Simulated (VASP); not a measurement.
# BN (Qingsongite) (F-43m) in VASP: a series of runs, part 2 of 2

VASP 6.6.1.

### Step 3. Single point, r2SCAN

This run uses another cell than the first one, of 5.99 Å³/atom, 1.020 times its volume.

Contents of POSCAR:

```
BN
1.0
    0.0000000000      1.8163717900      1.8163717900
    1.8163717900      0.0000000000      1.8163717900
    1.8163717900      1.8163717900      0.0000000000
B N
1 1
Direct
    0.0000000000      0.0000000000      0.0000000000
    0.2500000000      0.2500000000      0.2500000000
```

Contents of INCAR.step1:

```
SYSTEM = BN
PREC = Accurate
ENCUT = 520
ISMEAR = -1
SIGMA = 0.02
LREAL = .FALSE.
LASPH = .TRUE.
NELM = 60
NBANDS = 11
GGA = PE
ALGO = Normal
EDIFF = 1E-4
LWAVE = .TRUE.
LCHARG = .FALSE.
```

Contents of INCAR.step2:

```
SYSTEM = BN
PREC = Accurate
ENCUT = 520
EDIFF = 1E-7
ISMEAR = -1
SIGMA = 0.02
LREAL = .FALSE.
LASPH = .TRUE.
NELM = 60
ALGO = Normal
ISIF = 2
LWAVE = .FALSE.
LCHARG = .FALSE.
METAGGA = R2SCAN
LMIXTAU = .TRUE.
NBANDS = 11
ISTART = 1
```

Contents of KPOINTS:

```
Automatic mesh
0
G
  14 14 14
  0 0 0
```

Potentials or basis: VASP PAW PBE potentials, release 64 (B, N).

Command:

```
> cat potpaw_PBE.64/B/POTCAR potpaw_PBE.64/N/POTCAR > POTCAR
> cp INCAR.step1 INCAR
> mpirun -np 1 vasp_std > vasp.out
> cp INCAR.step2 INCAR
> mpirun -np 1 vasp_std > vasp.out
```

Wall time 86 s (1 thread of AMD EPYC 7R43 (Zen 3), shared host); peak memory 0.09 GiB.

The run converged. Its results:

- Free energy: -19.1685 eV
- Pressure: -6.2 GPa
- Band gap on the k mesh: 4.96 eV, indirect (least direct gap 9.45 eV)

Levels at points of the mesh, in eV from the valence-band top:
```tsv
k point	band 2	band 3	band 4	band 5	band 6	band 7
(0.00, 0.00, 0.00)	0.00	0.00	0.00	9.45	9.45	9.45
(0.50, 0.00, 0.00)	-10.95	-1.99	-1.99	10.59	11.39	11.39
(0.50, 0.50, 0.00)	-9.22	-5.02	-5.02	4.96	9.73	19.02
```

Caveat: the PAW data sets were made with another functional, which shifts forces and pressure a little. r2SCAN opens gaps a little over a GGA but as a rule still falls short of measured ones.

### Step 4. Single point, r2SCAN

This run uses another cell than the first one, of 6.11 Å³/atom, 1.040 times its volume.

Contents of POSCAR:

```
BN
1.0
    0.0000000000      1.8281667400      1.8281667400
    1.8281667400      0.0000000000      1.8281667400
    1.8281667400      1.8281667400      0.0000000000
B N
1 1
Direct
    0.0000000000      0.0000000000      0.0000000000
    0.2500000000      0.2500000000      0.2500000000
```

Contents of INCAR.step1:

```
ALGO     = Normal         # electronic algorithm
EDIFF    = 1E-4           # SCF threshold, eV
ENCUT    = 520            # plane-wave cutoff, eV
GGA      = PE             # functional
ISMEAR   = -1             # smearing method
LASPH    = T              # aspherical terms in the spheres
LCHARG   = F              # write CHGCAR
LREAL    = F              # projectors in reciprocal space
LWAVE    = T              # write WAVECAR
NBANDS   = 11             # bands
NELM     = 60             # most SCF steps
PREC     = Accurate       # precision mode
SIGMA    = 0.02           # smearing width, eV
```

Contents of INCAR.step2:

```
ALGO     = Normal         # electronic algorithm
EDIFF    = 1E-6           # SCF threshold, eV
ENCUT    = 520            # plane-wave cutoff, eV
ISIF     = 2              # what is computed and relaxed
ISMEAR   = -1             # smearing method
ISTART   = 1            
LASPH    = T              # aspherical terms in the spheres
LCHARG   = F              # write CHGCAR
LMIXTAU  = T            
LREAL    = F              # projectors in reciprocal space
LWAVE    = F              # write WAVECAR
METAGGA  = R2SCAN         # meta-GGA
NBANDS   = 11             # bands
NELM     = 60             # most SCF steps
PREC     = Accurate       # precision mode
SIGMA    = 0.02           # smearing width, eV
```

Contents of KPOINTS:

```
k-points
0
Gamma
  14 14 14
```

Command:

```
> cat potpaw_PBE.64/B/POTCAR potpaw_PBE.64/N/POTCAR > POTCAR
> cp INCAR.step1 INCAR
> mpirun -np 1 vasp_std > vasp.out
> cp INCAR.step2 INCAR
> mpirun -np 1 vasp_std > vasp.out
```

Run time: 78 s. Hardware: 1 thread of AMD EPYC 7R43 (Zen 3), shared host; peak memory 0.09 GiB.

The run converged. Its results:

- Free energy: -19.1548 eV
- Pressure: -13.1 GPa
- Band gap on the k mesh: 4.93 eV, indirect (least direct gap 9.36 eV)

Levels at points of the mesh, in eV from the valence-band top:
```tsv
k point	band 1	band 2	band 3	band 4	band 5	band 6	band 7	band 8
(0.00, 0.00, 0.00)	-20.90	0.00	0.00	0.00	9.36	9.36	9.36	10.48
(0.50, 0.00, 0.00)	-16.77	-10.77	-1.95	-1.95	10.33	11.28	11.28	16.03
(0.50, 0.50, 0.00)	-15.40	-9.10	-4.93	-4.93	4.93	9.61	18.72	18.72
```

Caveat: the PAW data sets were made with another functional, which shifts forces and pressure a little. r2SCAN opens gaps a little over a GGA but as a rule still falls short of measured ones.

### Step 5. Single point, r2SCAN

This run uses another cell than the first one, of 6.23 Å³/atom, 1.060 times its volume.

Contents of POSCAR:

```
BN
1.0
    0.0000000000      1.8398114300      1.8398114300
    1.8398114300      0.0000000000      1.8398114300
    1.8398114300      1.8398114300      0.0000000000
B N
1 1
Direct
    0.0000000000      0.0000000000      0.0000000000
    0.2500000000      0.2500000000      0.2500000000
```

Contents of INCAR.step1:

```
SYSTEM = BN
ALGO = Normal ; EDIFF = 1E-4
ENCUT = 520 ; GGA = PE
ISMEAR = -1 ; LASPH = .TRUE.
LCHARG = .FALSE. ; LREAL = .FALSE.
LWAVE = .TRUE. ; NBANDS = 11
NELM = 60 ; PREC = Accurate
SIGMA = 0.02
```

Contents of INCAR.step2:

```
SYSTEM = BN
ALGO = Normal ; EDIFF = 1E-6
ENCUT = 520 ; ISIF = 2
ISMEAR = -1 ; ISTART = 1
LASPH = .TRUE. ; LCHARG = .FALSE.
LMIXTAU = .TRUE. ; LREAL = .FALSE.
LWAVE = .FALSE. ; METAGGA = R2SCAN
NBANDS = 11 ; NELM = 60
PREC = Accurate ; SIGMA = 0.02
```

Contents of KPOINTS:

```
k-points
0
G
  14 14 14
  0 0 0
```

Command:

```
> cat potpaw_PBE.64/B/POTCAR potpaw_PBE.64/N/POTCAR > POTCAR
> cp INCAR.step1 INCAR
> mpirun -np 1 vasp_std > vasp.out
> cp INCAR.step2 INCAR
> mpirun -np 1 vasp_std > vasp.out
```

Run time: 80 s. Hardware: 1 thread of AMD EPYC 7R43 (Zen 3), shared host; peak memory 0.09 GiB.

Results (log left out):

- Free energy: -19.1315 eV
- Pressure: -19.4 GPa
- Band gap on the k mesh: 4.91 eV, indirect (least direct gap 9.27 eV)

Levels at points of the mesh, in eV from the valence-band top:
| k point | band 1 | band 2 | band 3 | band 4 | band 5 | band 6 | band 7 | band 8 | band 9 |
| --- | --- | --- | --- | --- | --- | --- | --- | --- | --- |
| (0.00, 0.00, 0.00) | -20.69 | 0.00 | 0.00 | 0.00 | 9.27 | 9.27 | 9.27 | 10.16 | 25.10 |
| (0.50, 0.00, 0.00) | -16.65 | -10.60 | -1.91 | -1.91 | 10.07 | 11.17 | 11.17 | 15.82 | 24.08 |
| (0.50, 0.50, 0.00) | -15.30 | -8.97 | -4.83 | -4.83 | 4.91 | 9.50 | 18.42 | 18.42 | 21.26 |

Caveat: the PAW data sets were made with another functional, which shifts forces and pressure a little.

### Step 6. Single point, LDA

This run uses another cell than the first one, of 5.73 Å³/atom, 0.976 times its volume.

Contents of INCAR:

```
PREC     = Accurate       # precision mode
ENCUT    = 910            # plane-wave cutoff, eV
EDIFF    = 1E-6           # SCF threshold, eV
ISMEAR   = -1             # smearing method
SIGMA    = 0.02           # smearing width, eV
LREAL    = False          # projectors in reciprocal space
LASPH    = True           # aspherical terms in the spheres
NELM     = 120            # most SCF steps
ALGO     = Normal         # electronic algorithm
ISIF     = 2              # what is computed and relaxed
LWAVE    = False          # write WAVECAR
LCHARG   = True           # write CHGCAR
LELF     = True           # ELF
LVHAR    = True         
NBANDS   = 11             # bands
GGA_COMPAT= False
```

Contents of KPOINTS:

```
Automatic mesh
0
Gamma
  12 12 12
```

Contents of POSCAR:

```
BN
1.0
    0.0000000000      1.7899237671      1.7899237671
    1.7899237671      0.0000000000      1.7899237671
    1.7899237671      1.7899237671      0.0000000000
B N
1 1
Direct
    0.0000000000      0.0000000000      0.0000000000
    0.2500000000      0.2500000000      0.2500000000
```

Potentials or basis: VASP PAW LDA potentials, release 64 (B_h, N_h).

Command:

```
> cat potpaw_LDA.64/B_h/POTCAR potpaw_LDA.64/N_h/POTCAR > POTCAR
> mpirun -np 1 vasp_std > vasp.out
```

Run time: 15 s. Hardware: 1 thread of Intel Xeon Platinum 8375C at 2.90GHz (Ice Lake), shared host; peak memory 0.14 GiB.

The run converged. Its results:

```
Free energy            : -19.4194 eV
Pressure               : 0.7 GPa
Band gap on the k mesh : 4.38 eV, indirect (least direct gap 8.83 eV)
```

Levels at points of the mesh, in eV from the valence-band top:
```csv
k point,band 2,band 3,band 4,band 5,band 6,band 7
"(0.00, 0.00, 0.00)",0.00,0.00,0.00,8.83,8.83,8.83
"(0.50, 0.00, 0.00)",-10.99,-2.00,-2.00,10.60,10.73,10.73
"(0.50, 0.50, 0.00)",-9.08,-5.07,-5.07,4.38,9.32,18.15
```

Caveat: the cutoff is under 1.25 times the usual one of these potentials, so pressure, stress and relaxed cells hold a basis-set (Pulay) error.

### Step 7. Summary

| level | potentials or basis | cell | k mesh | cutoff (eV) | second run | gap on the mesh (eV) | pressure (GPa) |
| --- | --- | --- | --- | --- | --- | --- | --- |
| r2SCAN | VASP PAW PBE potentials, release 64 (B, N) | a = 2.552 Å, angles 60.0°, 2 atoms | 14 × 14 × 14 | 520 | - | 4.98 | 1.4 |
| r2SCAN | VASP PAW PBE potentials, release 64 (B, N) | a = 2.569 Å, angles 60.0°, 2 atoms | 14 × 14 × 14 | 520 | - | 4.96 | -6.2 |
| r2SCAN | VASP PAW PBE potentials, release 64 (B, N) | a = 2.585 Å, angles 60.0°, 2 atoms | 14 × 14 × 14 | 520 | - | 4.93 | -13.1 |
| r2SCAN | VASP PAW PBE potentials, release 64 (B, N) | a = 2.602 Å, angles 60.0°, 2 atoms | 14 × 14 × 14 | 520 | - | 4.91 | -19.4 |
| LDA | VASP PAW LDA potentials, release 64 (B_h, N_h) | a = 2.531 Å, angles 60.0°, 2 atoms | 12 × 12 × 12 | 910 | hard_potentials | 4.38 | 0.7 |

Alike in all rows: task single point; no spin polarisation; smearing fermi-dirac 0.02 eV.

Caveats: the PAW data sets were made with another functional, which shifts forces and pressure a little (some runs); the cutoff is under 1.25 times the usual one of these potentials, so pressure, stress and relaxed cells hold a basis-set (Pulay) error (some runs).

Total energies depend on the potentials used, so only differences within one code and one set of settings carry meaning.

### Step 8. Against experiment

Step 2. A measured gap of BN is 6.4 eV (indirect; 300 K; a printed reference work, monograph); the calculated 4.98 eV misses it by -1.42 eV. The value is that of r2SCAN on a finite k mesh, which can miss the band edges, without temperature or zero-point motion.

Step 6. Against the measured gap of BN, 6.4 eV (indirect; 300 K; a printed reference work, monograph), the calculated 4.38 eV is off by -2.02 eV. The value is that of LDA on a finite k mesh, which can miss the band edges, without temperature or zero-point motion. Semilocal functionals fall short of measured gaps as a rule.
